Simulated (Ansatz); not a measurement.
MgH2: what changed settings do

The reference input for Ansatz (plane-wave DFT with PAW):

```yaml
crystal:
  lattice:
    - [0.0, 2.3810671667, 2.3810671667]
    - [2.3810671667, 0.0, 2.3810671667]
    - [2.3810671667, 2.3810671667, 0.0]
  atoms:
    - { symbol: Mg, position: [0.0, 0.0, 0.0] }
    - { symbol: H, position: [0.75, 0.75, 0.75] }
    - { symbol: H, position: [0.25, 0.25, 0.25] }
basis:
  ecutwfc: 420
kpoints:
  mp_grid: { grid: [8, 8, 8] }
hamiltonian:
  xc: pbe
scf:
  occupations: { method: gaussian, width: 0.1 }
output:
  forces: true
  stress: true
  eigenvalues: true
```

Command:

```bash
ansatz run input.yaml --threads 1 --pin off --max-ram 1331MiB --backend cpu --events-out ev --progress --plain --runs-dir out
```

The run converges in 6 SCF iterations on 29 irreducible k-points: pressure -0.26 GPa, no gap.

The inputs are trials, many of them unsound on purpose. Their numbers show the effect of the settings and aren't properties of the material. Each trial's input is given as a difference from the reference's; energies are extrapolated to zero smearing where there is one, and pressure is positive in compression. Charged cells sit in a uniform background, and their pressures hang on that convention.

Trial 1:

```diff
 kpoints:
-  mp_grid: { grid: [8, 8, 8] }
+  mp_grid: { grid: [6, 6, 6], shift: [0.5, 0.5, 0] }
```

The run converges in 6 SCF iterations on 28 irreducible k-points: energy 1.96 meV per atom below the reference, pressure -0.31 GPa, no gap. It warns that the mesh lowers the symmetry.

Trial 2:

```diff
 basis:
-  ecutwfc: 420
+  ecutwfc: 0
 scf:
+  max_iter: 56
```

The program refuses the input:

```text
Error: invalid value for `basis.ecutwfc`: must be finite and > 0; got 0 eV
```

Trial 3 (volume scaled):

```diff
 crystal:
   lattice:
-    - [0.0, 2.3810671667, 2.3810671667]
-    - [2.3810671667, 0.0, 2.3810671667]
-    - [2.3810671667, 2.3810671667, 0.0]
+    - [0.0, 2.5580687257, 2.5580687257]
+    - [2.5580687257, 0.0, 2.5580687257]
+    - [2.5580687257, 2.5580687257, 0.0]
   atoms:
-    - { symbol: Mg, position: [0.0, 0.0, 0.0] }
+    - { symbol: Mg, position: [0.0, 0.0, 0.0], spin: 0.5 }
 kpoints:
-  mp_grid: { grid: [8, 8, 8] }
+  mp_grid: { grid: [2, 2, 2] }
 hamiltonian:
+  dispersion: d3bj
 scf:
+  lower_state_search: "off"
+  max_iter: 30
+  convergence: { dr2_threshold: "1e-6 eV" }
 output:
+  populations: true
+magnetization:
+  spin_polarized: true
```

The run converges in 12 SCF iterations on 3 irreducible k-points: pressure -11.79 GPa, no gap, cell moment 0.25 μB (the reference has none, and so few k-points can make one). It warns that the SCF threshold is loose for the forces; that the SCF threshold is loose for the stress.

Trial 4 (volume scaled):

```diff
 crystal:
   lattice:
-    - [0.0, 2.3810671667, 2.3810671667]
-    - [2.3810671667, 0.0, 2.3810671667]
-    - [2.3810671667, 2.3810671667, 0.0]
+    - [0.0, 2.2572769389, 2.2572769389]
+    - [2.2572769389, 0.0, 2.2572769389]
+    - [2.2572769389, 2.2572769389, 0.0]
 basis:
-  ecutwfc: 420
+  ecutwfc: 410
 kpoints:
-  mp_grid: { grid: [8, 8, 8] }
+  mp_grid: { kspacing: 0.39 }
 scf:
+  n_extra_bands: 8
+relax:
+  adjacent_minimum: "off"
+  f_tol: 0.004
+  max_steps: 30
```

The relaxation ends after 1 step and 6 SCF iterations, 0.00 meV per atom in free energy under its start, at 7.67 Å³/atom: energy 43.6 meV per atom above the reference, pressure 12.03 GPa, no gap. It warns that the cutoff lies under the recommended one, 420 eV for these potentials; that the SCF threshold is loose for the stress.

Trial 5 (volume scaled):

```diff
 crystal:
   lattice:
-    - [0.0, 2.3810671667, 2.3810671667]
-    - [2.3810671667, 0.0, 2.3810671667]
-    - [2.3810671667, 2.3810671667, 0.0]
+    - [0.0, 2.4201079936, 2.4201079936]
+    - [2.4201079936, 0.0, 2.4201079936]
+    - [2.4201079936, 2.4201079936, 0.0]
+total_charge: -1
 basis:
-  ecutwfc: 420
+  ecutwfc: "16 Ry"
+  ecutrho_ratio: 6
 hamiltonian:
-  xc: pbe
+  xc: lda
 scf:
-  occupations: { method: gaussian, width: 0.1 }
+  occupations: { method: methfessel_paxton, width: 0.22 }
+  lower_state_search: standard
```

The run converges in 7 SCF iterations on 29 irreducible k-points: pressure -15.50 GPa (with the neutralising background of the charged cell) (unreliable at so low a cutoff), no gap. It warns that the cutoff lies under the recommended one, 420 eV for these potentials.

Trial 6:

```diff
 basis:
-  ecutwfc: 420
+  ecutwfc: "20 Ha"
 scf:
+  mixing: { ndim: 6 }
+  initial_density: { chi_scale: 0, normalization: atom }
+  max_iter: 52
```

The run converges in 7 SCF iterations on 29 irreducible k-points: energy 1.24 meV per atom below the reference, pressure -0.26 GPa, no gap.